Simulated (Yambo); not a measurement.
# NiO (Fm-3m) in Yambo: further runs, part 3 of 3

Yambo 5.3.0. Earlier steps stand in the parts before.

**5. Optical spectrum by the Bethe-Salpeter equation, PBE, collinear spin, ferromagnetic start**

The input, bse5.in:

```
optics
bse
bss
rim_cut
em1s
RandQpts= 1000000
RandGvec= 50 RL
Chimod= "HARTREE"
% BndsRnXs
 1 | 37 |
%
NGsBlkXs= 3 Ry
% LongDrXs
 1 | 0 | 0 |
%
BSKmod= "SEX"
BSEmod= "retarded"
BSSmod= "h"
% BSEQptR
 1 | 1 |
%
% BSEBands
 9 | 16 |
%
BSENGexx= 20 Ry
BSENGBlk= 3 Ry
% BEnRange
 0 | 20 | eV
%
% BDmRange
 0.1 | 0.1 | eV
%
BEnSteps= 200
% BLongDir
 1 | 0 | 0 |
%
BSEprop= "abs"
BSHayTrs= -0.02
```

The input, scf.in:

```
&CONTROL
  calculation = 'scf'
  prefix = 'pwscf'
  outdir = './tmp'
  pseudo_dir = './pseudo'
/
&SYSTEM
  ibrav = 0
  nat = 2
  ntyp = 2
  ecutwfc = 98
  nbnd = 22
  occupations = 'smearing'
  smearing = 'fd'
  degauss = 0.00367493
  nspin = 2
  starting_magnetization(1) = 0.0556
  starting_magnetization(2) = 0
  force_symmorphic = .true.
/
&ELECTRONS
  conv_thr = 4d-10
  electron_maxstep = 120
  mixing_beta = 0.3
/
ATOMIC_SPECIES
Ni    58.6934 Ni.upf
O     15.9990 O.upf
CELL_PARAMETERS angstrom
   0.0000000000    2.0859016414    2.0859016414
   2.0859016414    0.0000000000    2.0859016414
   2.0859016414    2.0859016414    0.0000000000
ATOMIC_POSITIONS crystal
Ni     0.0000000000    0.0000000000    0.0000000000
O      0.5000000000    0.5000000000    0.5000000000
K_POINTS automatic
12 12 12 0 0 0
```

The input, nscf.in:

```
&CONTROL
  calculation = 'nscf'
  prefix = 'pwscf'
  outdir = './tmp'
  pseudo_dir = './pseudo'
/
&SYSTEM
  ibrav = 0
  nat = 2
  ntyp = 2
  ecutwfc = 98
  nbnd = 42
  occupations = 'smearing'
  smearing = 'fd'
  degauss = 0.00367493
  nspin = 2
  starting_magnetization(1) = 0.0556
  starting_magnetization(2) = 0
  force_symmorphic = .true.
/
&ELECTRONS
  conv_thr = 1d-08
  diago_full_acc = .true.
  diago_thr_init = 1d-06
/
ATOMIC_SPECIES
Ni    58.6934 Ni.upf
O     15.9990 O.upf
CELL_PARAMETERS angstrom
   0.0000000000    2.0859016414    2.0859016414
   2.0859016414    0.0000000000    2.0859016414
   2.0859016414    2.0859016414    0.0000000000
ATOMIC_POSITIONS crystal
Ni     0.0000000000    0.0000000000    0.0000000000
O      0.5000000000    0.5000000000    0.5000000000
K_POINTS automatic
10 10 10 0 0 0
```

Potentials or basis: PseudoDojo 0.4.1 SR PBE standard.

Run with:

```
$ OMP_NUM_THREADS=1 pw.x -in scf.in > scf.out
$ OMP_NUM_THREADS=1 pw.x -in nscf.in > nscf.out
$ cd tmp/pwscf.save; p2y; mv SAVE ../..; cd ../..
$ OMP_NUM_THREADS=1 yambo
$ OMP_NUM_THREADS=1 yambo -F bse5.in -J bse5 -C bse5_out
```

Yambo's report:

```text
[... sections 02.01 to 02.04 as in the set-up run ...]

  [02.05] Energies & Occupations
  ==============================

  [WARNING] Merged spin levels are metallic
  [X] === Spin Independent ===
  [X] Electronic Temperature                        :  0.258606E-1   300.100    [eV K]
  [X] Bosonic    Temperature                        :  0.258606E-1   300.100    [eV K]
  [X] Finite Temperature mode                       : yes
  [X] El. density                                   :  0.13222E+25 [cm-3]
  [X] Fermi Level                                   :  14.59492 [eV]

  [X] === Spin up channel ===
  [X] Conduction Band Min                  [spin UP]:  14.59492 [eV]
  [X] Valence Band Max                     [spin UP]:  14.59492 [eV]
  [X] Filled Bands                         [spin UP]:  11
  [X] Metallic Bands                       [spin UP]:  12  13
  [X] Empty Bands                          [spin UP]:   14   42

  [X] === Spin dn channel ===
  [X] Conduction Band Min                  [spin DN]:  14.59492 [eV]
  [X] Valence Band Max                     [spin DN]:  14.59492 [eV]
  [X] Filled Bands                         [spin DN]:  11
  [X] Metallic Bands                       [spin DN]:  12  13
  [X] Empty Bands                          [spin DN]:   14   42

  [X] === Metallic Characters ===
  [X] N of el / N of met el                [spin UP]:  12.00000   1.12573
  [X] Average metallic occ.                [spin UP]:  0.281433
  [X] N of el / N of met el                [spin DN]:  12.00000   2.25152
  [X] Average metallic occ.                [spin DN]:  0.562879

  [WARNING] [X] Metallic system

  [WARNING] Merged spin levels are metallic

 [03] Transferred momenta grid and indexing
 ==========================================

 [BZ sampling] Q-grid is User defined and/or read from the database

 IBZ Q-points                                      :   47
 BZ  Q-points                                      :  1000

 K/Q-points units:
 rlu = crystal or reduced units; cc = cartesian coordinates; iku = interal k-units

 Q [ 1]         [rlu]:  0.000000  0.000000  0.000000
 Q [ 2]         [rlu]:  0.69476E-18  0.69476E-18  0.10000
 Q [ 3]         [rlu]:  0.13895E-17  0.13895E-17  0.20000
 Q [ 4]         [rlu]:  0.10660E-16  0.10660E-16  0.30000
 Q [ 5]         [rlu]: -0.42905E-17 -0.42905E-17  0.40000
 Q [ 6]         [rlu]: -0.52412E-17 -0.52412E-17 -0.50000
 Q [ 7]         [rlu]:  0.11882E-17  0.10000      0.10000
 Q [ 8]         [rlu]:  0.69476E-18  0.10000      0.20000
 Q [ 9]         [rlu]:  0.13895E-17  0.10000      0.30000
 Q [10]         [rlu]:  0.10660E-16  0.10000      0.40000
 Q [11]         [rlu]:  0.38245E-17  0.10000      0.50000
 Q [12]         [rlu]: -0.52412E-17  0.10000     -0.40000
 Q [13]         [rlu]:  0.42905E-17  0.10000     -0.30000
 Q [14]         [rlu]: -0.10660E-16  0.10000     -0.20000
 Q [15]         [rlu]: -0.13895E-17  0.10000     -0.10000
[... 30 lines left out ...]
 Q [46]         [rlu]:  0.200000  0.400000 -0.300000
 Q [47]         [rlu]:  0.200000 -0.500000 -0.300000

  [03.01] X + BSE indexes
  =======================

   [03.01.01] Sigma indexes
   ========================

   [WR./SAVE//ndb.kindx]-----------------------------------------------------------
    Fragmentation                                    : no
    Polarization last K ( bz)                        :  1000
    Polarization last K (ibz)                        :   47
    QP states                                        :    1   47
    X grid is uniform                                : yes
    Grids (string)                                   :  X B S
    Grids (int-vector)                               :  1  1  0  1

 [04] Coloumb potential Random Integration (RIM)
[... 109 lines left out ...]
  X Hxc Kernel                                     : HARTREE
  X Drude frequency                                :  0.000000  0.000000
  X poles                                          :  100.0000 [o/o]
  RL vectors in the sum                            :  2733
  [r,Vnl] included                                 : yes
  Field direction                                  :  0.100000E-4   0.00000      0.00000
  BZ energy Double Grid                            : no
  BZ energy DbGd points                            : 0
  BZ Q point size factor                           : -1.000000
  X Optical Averaged directions                    : none
 [X-CG] R(p) Tot o/o(of R):    12816   633048      100

 [WARNING] The system is a metal but Drude term not included.
 [WR./bse5//ndb.em1s_fragment_1]-------------------------------------------------
  Current Q-pt index                               :  1
  X energy range                                   :  0.000000  0.000000 eV
  X damping range                                  :  0.001000  0.001000 eV
  Number of frequencies                            :  1
 [X-CG] R(p) Tot o/o(of R):    52576   633054      100
 [WR./bse5//ndb.em1s_fragment_2]-------------------------------------------------
  Current Q-pt index                               :  2
  X energy range                                   :  0.000000  0.000000 eV
  X damping range                                  :  0.001000  0.001000 eV
  Number of frequencies                            :  1
 [X-CG] R(p) Tot o/o(of R):    53215   633068      100
 [X-CG] R(p) Tot o/o(of R):    54030   633118      100
 [X-CG] R(p) Tot o/o(of R):    53156   633144      100
 [X-CG] R(p) Tot o/o(of R):    29184   633144      100
 [X-CG] R(p) Tot o/o(of R):    45557   633048      100
 [X-CG] R(p) Tot o/o(of R):    98163   633068      100
[... 37 lines left out ...]
 [X-CG] R(p) Tot o/o(of R):    92266   633080      100
 [X-CG] R(p) Tot o/o(of R):    66716   633052      100

 [07] Bethe Salpeter Equation driver
 ===================================

  [07.01] Bethe Salpeter Equation @q1
  ===================================

   [07.01.01] Transition pre-analysis @q1
   ======================================

   [07.01.02] Transition Groups build-up @q1
   =========================================

   [BSK] Transition groups (total):   47
   [BSK] Size (resonant):   35088
   [BSK]         (total):   35088
   [BSK] N. of matrices :  1

   [07.01.03] Loading Dipoles @q1
   ==============================

   [07.01.04] Independent Particles properties @q1
   ===============================================

   [WARNING] The system is a metal but Drude term not included.

   [07.01.05] BSE Kernel @q1 (Resonant CORRRELATION EXCHANGE)
   ==========================================================

   [BSE] Exchange components :  181
   [BSE] Correlation components :   27  229

    [07.01.05.01] Screened interaction header I/O
    =============================================

    [07.01.05.02] Main kernel loop
    ==============================

    [WR./bse5//ndb.BS_Q1_CPU_0]-----------------------------------------------------
     Brillouin Zone Q/K grids (IBZ/BZ)                :    47  1000    47  1000
     RL vectors                                       :  2733 [WF]
     Coulomb cutoff potential                         : none
     Parallel CPUs
     Parallel Roles
     Fragmentation                                    : no
     BS kernel          wavefunctions                 : Perdew, Burke & Ernzerhof(X)+Perdew, Burke & Ernzerhof(C)
     Static diel. fun.  energies                      : Perdew, Burke & Ernzerhof(X)+Perdew, Burke & Ernzerhof(C)
     wavefunctions                                    : Perdew, Burke & Ernzerhof(X)+Perdew, Burke & Ernzerhof(C)
     [K] Identifier                                   :   7629
     [K] Dimension                                    :   35088
     [K] Bands                                        :   9  16
     [K] Exchange                                     : yes [res]
     [K] Correlation                                  : yes [res]
     [K] Kernel`s coupling                            : no
     [K] Exchange                                     : no [cpl]
     [K] Correlation                                  : no [cpl]
     [K] W interaction is bare                        : no
     [K] ALDA kernel in R-space                       : no
     [K] RL vectors                                   :  181 [exchange]
     [K] RL vectors                                   :  27 [correlation]
     [K] E/h energy range                             : -1.000000 -1.000000 [eV]
     [K] Coupling range                               :  100.0000  100.0000 [o/o]
     [W] Interaction is diagonal                      : no
     [W] Matrix size                                  :  27
     [W] Bands                                        :    1   37
     [W] e/h energy range                             : -1.000000 -1.000000 [eV]
     [W] Poles                                        :  100.0000 [o/o]
     [W] RL vectors in the sum                        :  2733
     [W] [r,Vnl] included                             : yes
     [W] Field direction                              :  0.100000E-4   0.00000      0.00000
     [W] Coulomb Cutoff                               : none
     [W] Hxc Kernel                                   : HARTREE
     [RIM] RL components                              :   51 [col]
     [RIM] Random points                              :  1000000 [col]
     [SOC] Perturbative SOC                           : no
     [K] Kernel long-range exchange                   : BAR

    [07.01.05.03] Wave-Function Phases
    ==================================

    [BSE] WF phases found       :  83.04521 [o/o]

   [07.01.06] BSE solver(s) @q1
   ============================

   [07.01.07] Haydock Solver in the optics basis @q1 using the hermitian scheme
   ============================================================================

   Accuracy (requested)      : -0.020000 [o/o]
   Accuracy (reached)        :  0.017900 [o/o]
   Iterations                :  251
```

Wall time 61 min (1 thread of Arm Neoverse V2, shared host); peak memory 10 GiB.

Results:

```yaml
Band_gap_on_the_k_mesh_mean-field_level: none (metal or under the smearing width)
Net_moment: 0.00 μB per cell
```

Dielectric function (along the field direction of the input):
```
energy (eV)  real part  imaginary part
       0.30      61.87           19.52
       0.90     -10.94           18.00
       1.61      -6.61            6.98
       2.31      -4.36            2.38
       3.02      -0.30            0.46
       3.62      -0.60            1.44
       4.32      -0.05            0.53
       5.03       1.06            0.64
       5.73       1.27            0.37
       6.33       1.95            0.83
       7.04       1.10            1.54
       7.74       1.22            2.22
       8.44       0.17            1.24
       9.05       0.97            0.83
       9.75       0.87            0.56
      10.45       1.63            0.83
      11.16       2.12            2.61
      11.76       0.40            1.66
      12.46      -0.12            1.80
      13.17      -0.28            1.21
      13.87      -0.11            0.88
      14.47       0.19            0.84
      15.18       0.15            0.50
      15.88       0.08            0.20
      16.58       0.22            0.16
      17.19       0.27            0.10
      17.89       0.38            0.14
      18.59       0.45            0.04
      19.30       0.54            0.02
      20.00       0.56            0.02
```

Caveat: the intraband (Drude) term of the metal is left out; the ground state has no gap, which makes the many-body step unreliable; the transitions start from uncorrected Kohn-Sham levels, so peaks lie too low; exciton energies and binding change strongly with the k mesh and aren't converged on this one; spectra need much finer meshes, so this one isn't converged; semilocal functionals often make such compounds metallic where correlation or magnetic order opens a gap, which also shifts bond lengths.

**6. Summary**

```tsv
task	kernel	cutoff of the response matrix	strength of the long-range kernel	random integration of the Coulomb term	terms kept	gap on the mesh (eV)	moment (μB)
optical spectrum	none (independent particles)	-	-	-	-	none	0.00
optical spectrum	Hartree (RPA with local fields)	3 Ry	-	-	-	none	0.00
optical spectrum	long-range correction	3 Ry	-0.2	-	-	none	0.00
optical spectrum by the Bethe-Salpeter equation	screened exchange	3 Ry	-	yes	resonant and antiresonant, uncoupled	-	0.00
```

Alike in all rows: level PBE; potentials or basis PseudoDojo 0.4.1 SR PBE standard; spin collinear, ferromagnetic start; cell as given; k mesh 10 × 10 × 10; cutoff (eV) 1333; smearing fermi-dirac 0.05 eV.

Every run on the cell as given and a fine mesh finds a metal.

Caveats: the intraband (Drude) term of the metal is left out; the ground state has no gap, which makes the many-body step unreliable; spectra need much finer meshes, so this one isn't converged; semilocal functionals often make such compounds metallic where correlation or magnetic order opens a gap, which also shifts bond lengths; independent-particle spectra lack excitons (some runs); these spectra lack excitons (some runs); the long-range kernel's strength is typed, not fitted to the crystal's screening (some runs).

Absolute energies hang on the potentials; compare differences alone.

**7. How close it comes**

Step 2. Measured gap of NiO: 4.3 eV (quoted in “Local correlations, non-local screening, multiplets, and band formation in NiO”, 2012, arxiv:1210.6675). This calculation gives 0.00 eV (-4.30 eV). So large a miss can be the level of theory's own, or it may mean another phase, state or a wrong row. The value is that of PBE on a finite k mesh, which can miss the band edges, without temperature or zero-point motion. Semilocal functionals fall short of measured gaps as a rule.

Step 3. A measured gap of NiO is 4.3 eV (quoted in “Local correlations, non-local screening, multiplets, and band formation in NiO”, 2012, arxiv:1210.6675); the calculated 0.00 eV misses it by -4.30 eV. So large a miss can be the level of theory's own, or it may mean another phase, state or a wrong row. The value is that of PBE on a finite k mesh, which can miss the band edges, without temperature or zero-point motion. Semilocal functionals fall short of measured gaps as a rule.

Step 4. Measured gap of NiO: 4.3 eV (quoted in “Local correlations, non-local screening, multiplets, and band formation in NiO”, 2012, arxiv:1210.6675). This calculation gives 0.00 eV (-4.30 eV). So large a miss can be the level of theory's own, or it may mean another phase, state or a wrong row. The value is that of PBE on a finite k mesh, which can miss the band edges, without temperature or zero-point motion. Semilocal functionals fall short of measured gaps as a rule.

Step 5. Measured gap of NiO: 4.3 eV (quoted in “Local correlations, non-local screening, multiplets, and band formation in NiO”, 2012, arxiv:1210.6675). This calculation gives 0.00 eV (-4.30 eV). So large a miss can be the level of theory's own, or it may mean another phase, state or a wrong row. The value is that of PBE on a finite k mesh, which can miss the band edges, without temperature or zero-point motion. Semilocal functionals fall short of measured gaps as a rule.
